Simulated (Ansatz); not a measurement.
# NaI: one input, then a changed one

The cell is built from the rocksalt type as a first guess.

First run: DFT, PBE, PAW with Ansatz's default frozen-core files, scalar-relativistic (Ansatz 0.2.0).

Command: `ansatz run input.yaml --threads 1 --pin off --max-ram 2048MiB --backend cpu --events-out ev --progress --plain --runs-dir out` The run took 20 s on 1 thread of Arm Neoverse V2, with other jobs on the host.

```yaml
crystal:
  lattice:
    - [0.0, 2.9445924277, 2.9445924277]
    - [2.9445924277, 0.0, 2.9445924277]
    - [2.9445924277, 2.9445924277, 0.0]
  atoms:
    - { symbol: Na, position: [0.0, 0.0, 0.0] }
    - { symbol: I, position: [0.5, 0.5, 0.5] }
kpoints:
  mp_grid: { grid: [11, 11, 11] }
scf:
  occupations: { method: fermi_dirac, width: 0.08 }
hamiltonian:
  xc: pbe
  pseudopotentials: { kind: paw }
output:
  forces: true
  stress: true
relax:
  f_tol: 0.005
  max_steps: 80
  cell: {}
```

Result: converged; relaxed volume 34.781 Å³/atom; 53 SCF iterations in all.

Spin–orbit coupling is left out, though it moves levels of the heavy atoms by tenths of an eV or more.

A second run of a changed input logged this at its end:

```
k-points: 56 of 1331
Non-local potential: Na, projectors of the file, l = 0: 3, l = 1: 2, l = 2: 1
Non-local potential: I, projectors of the file, l = 0: 2, l = 1: 2, l = 2: 2, l = 3: 2
PAW form: soft (Blöchl's): semilocal exchange-correlation on the pseudo side does not see the compensation charge
PAW one-centre angular grid: Na, 110 points (default); XC on 64 Gauss nodes
PAW one-centre angular grid: I, 590 points (default); XC on 64 Gauss nodes
Initial density: superposition of atomic densities (neutral atoms: chi_scale 0, normalization atom), corrected by the library's trained network
Initial wavefunctions: pseudopotential atomic-orbital guess
Functional: x = pbe(κ = 0.804, μ = 0.2195149727645171), c = pbe(β = 0.06672455060314922)
SCF iter   1: F=—  HF=-9001.467473 eV  |F-HF|=—  |Δ(HF+E_count)|=         —  Δρ=4.49e-4  dr2=1.29e-4  ethr=1.77e-3  ⟨swp⟩=5.8  Hψ=5055  notcnv=0
preconditioner: auto → none  [insulator: Δε(μ)=4.632 eV  Ē_g=11.699 eV  σ=0.080 eV  W_gap=1.00  n_scr=14 (ndim 8)  ℏωp=14.7 eV  f_vac=0.008  D(μ)=0.00/eV (n_scr^D=0)  ε∞_Penn≈2.6]
SCF iter   2: F=—  HF=-9001.466960 eV  |F-HF|=—  |Δ(HF+E_count)|=   5.12e-4  Δρ=7.21e-4  dr2=5.15e-4  ethr=4.96e-7  ⟨swp⟩=3.0  Hψ=2414  notcnv=0
SCF iter   3: F=—  HF=-9001.466858 eV  |F-HF|=—  |Δ(HF+E_count)|=   1.02e-4  Δρ=4.68e-4  dr2=2.09e-4  ethr=4.96e-7  ⟨swp⟩=1.0  Hψ=2350  notcnv=0
SCF iter   4: F=—  HF=-9001.466809 eV  |F-HF|=—  |Δ(HF+E_count)|=   4.94e-5  Δρ=2.82e-4  dr2=5.83e-5  ethr=4.96e-7  ⟨swp⟩=1.0  Hψ=2329  notcnv=0
SCF iter   5: F=—  HF=-9001.466802 eV  |F-HF|=—  |Δ(HF+E_count)|=   6.66e-6  Δρ=1.44e-4  dr2=1.35e-5  ethr=2.24e-7  ⟨swp⟩=1.0  Hψ=2800  notcnv=0
Error: did not converge after 5 iterations: dr2 = 1.35e-5 (threshold 1.00e-7), under the density mixer `msr1`, which `scf.mixing.algorithm: auto` chose by the deck's other keys (type `scf.mixing.algorithm: msr1` to keep it); raise `scf.max_iter`, which need not help a stalled SCF, or adjust the mixing (`scf.mixing`) or, under a smearing, its width (`scf.occupations.width`, in either direction: another width is another result); this SCF holds its density and magnetisation to the symmetry operations that it keeps, and cannot end on a state that breaks one of them: if the state sought breaks one, re-run with `crystal.symmetry.detect: false`, without `crystal.symmetry.time_reversal: true`, on a non-collinear deck whose state breaks time reversal, with `crystal.symmetry.time_reversal: false` beside it (there exact exchange or a DFT+U term alone can polarise the run; a magnetic state wants starting moments), where the deck allows it (that run may end on another state, and need not converge either); this run sums exchange and correlation on more points than the dense box has (`basis.xc_grid`), where a deck that converges on the dense box may not converge: try another level (where the key is left out runs that use forces, runs that use the stress, dielectric runs by a finite field, finite-displacement phonons, runs of phonons.displacement_patterns under a GGA or a meta-GGA, phonons by method: dfpt, dielectric runs by the response, runs on support functions, runs on PAW files under a meta-GGA or a hybrid on one, runs at kind: all_electron or under a hybrid on a GGA, runs under a text's formulas of a gradient, and runs on PAW files that evaluate rPW86 or Becke's exchange or LYP's correlation can take a finer level, which can go by the root key accuracy; a number is taken as typed), or, where it is served, `1`, the dense box, on which forces and the stress change with where the atoms sit on the grid; a lower level also moves a field's Born charges, by the response (dielectric, § Limitations, in the input reference) or by a finite field; under a meta-GGA, try another mixer (`scf.mixing.algorithm: anderson` or `broyden`); mind that the stability of the state on which such a run converges can go unchecked at the default of `scf.lower_state_search`; see `basis.xc_grid`, Limitations — the other mixer that `auto` picks from is left to try (`scf.mixing.algorithm: broyden`); it can need more iterations, either can converge an SCF that the other leaves open, and the two can end on different states; the input reference at `scf.mixing.algorithm` says more, and from which start to try it
```

Question: What was wrong with the input?

Answer: Too few SCF iterations, by this change (others could give a like log):
```diff
@@ -11,4 +11,5 @@
 scf:
   occupations: { method: fermi_dirac, width: 0.08 }
+  max_iter: 5
 hamiltonian:
   xc: pbe
```
